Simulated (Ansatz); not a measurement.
## Co (fcc): energy against volume

Method: Ansatz, DFT, m-r2SCAN, plane waves (500 eV) with PAW, scalar-relativistic. The PAW files were generated under PBE, with cores re-solved for the functional.

The cell is scaled uniformly from the relaxed one, with fractional coordinates and shape fixed. Energies are extrapolated to zero smearing, pressures are those at the given smearing. Magnetic state: ferromagnetic.

A Birch-Murnaghan fit gives V₀ = 10.50 Å³/atom, B₀ = 232 GPa, B₀′ = 4.1.

Q: What are the energy above the minimum and the pressure at 9.664 Å³/atom?

A: 54.1 meV/atom and 22.53 GPa as computed.

Q: What are the energy above the minimum and the pressure at 10.925 Å³/atom?

A: 11.4 meV/atom and -8.50 GPa as computed.

Q: What are the energy above the minimum and the pressure at 11.765 Å³/atom?

A: 91.6 meV/atom and -20.85 GPa as computed.

m-r²SCAN is r²SCAN on the gauge-invariant kinetic-energy density; without spin polarisation the two are equal.
